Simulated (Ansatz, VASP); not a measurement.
**Two plane-wave programs on Mg**

File INCAR:

```
PREC = Accurate
ENCUT = 600
EDIFF = 1E-6
ISMEAR = -1
SIGMA = 0.05
LREAL = F
LASPH = T
NELM = 80
ALGO = Fast
ISIF = 3
LWAVE = F
LCHARG = F
GGA = B5
ALDAX = 1.0
AGGAX = 1.0
AGGAC = 1.0
ALDAC = 0.0
IVDW = 13
VDW_S6 = 1.0
VDW_S8 = 2.34076671
VDW_A1 = 0.44488865
VDW_A2 = 4.0933009
IBRION = 2
NSW = 40
EDIFFG = -0.02
```

Contents of KPOINTS:

```
regular mesh
0
Gamma
  10 10 5
```

Contents of POSCAR:

```
Mg
1.0
    3.2093000000      0.0000000000      0.0000000000
   -1.6046500000      2.7793353284      0.0000000000
    0.0000000000      0.0000000000      5.2103000000
Mg
2
Direct
    0.6666666667      0.3333333333      0.7500000000
    0.3333333333      0.6666666667      0.2500000000
```

The input input.yaml:

```yaml
crystal:
  lattice:
    - [3.2093, 0.0, 0.0]
    - [-1.60465, 2.7793353284, 0.0]
    - [0.0, 0.0, 5.2103]
  atoms:
    - { symbol: Mg, position: [0.6666666667, 0.3333333333, 0.75] }
    - { symbol: Mg, position: [0.3333333333, 0.6666666667, 0.25] }
hamiltonian:
  xc: blyp
  pseudopotentials: { kind: paw }
  dispersion: d4
kpoints:
  mp_grid: { grid: [10, 10, 5] }
scf:
  occupations: { method: fermi_dirac, width: 0.05 }
output:
  forces: true
  stress: true
  eigenvalues: true
  write_density: true
  write_potential: true
  elf: true
  volumetric_format: npy
relax:
  f_tol: 0.01
  max_steps: 40
  cell: { stress_tol: 0.05 }
```

Alike in both runs: task relaxation of cell and atoms; functional BLYP; dispersion D4; k mesh 10 × 10 × 5; occupations fermi-dirac, width 0.05 eV; no spin polarisation.

|  | VASP | Ansatz |
| --- | --- | --- |
| version | VASP 6.6.1 | Ansatz 0.2.0 |
| potentials or method | VASP PAW PBE potentials, release 64 (Mg) | Ansatz PAW |
| plane-wave cutoff (eV) | 600 | 420 |
| valence electrons in the cell | 4 | 20 |

Ansatz gave:

```
gap on the k mesh at the Fermi level, each at its own relaxed structure (eV) : none
relaxed volume (Å³/atom)                                                     : 23.22
relaxed cell length with the largest relative difference (Å)                 : 5.365
energy change over the relaxation (meV/atom)                                 : -4
```

Problem. Which values does VASP return?

Solution. gap on the k mesh at the Fermi level, each at its own relaxed structure (eV): none; relaxed volume (Å³/atom): 23.22; relaxed cell length with the largest relative difference (Å): 5.370; energy change over the relaxation (meV/atom): -4.

A gap of «none» marks a metal or a gap that the smearing closes. The two sets of potentials don't hold the same shells in valence.

Caveats: pairwise dispersion overbinds metals, which lowers pressure and volume; the PAW data sets were made with another functional, which shifts forces and pressure a little (VASP); the plane-wave basis is chosen anew once the cell has moved, so the energies of steps on either side of that aren't comparable (Ansatz); the PAW data sets come from PBE, with cores solved anew for the run's functional, which leaves a small shift of forces and pressure (Ansatz).
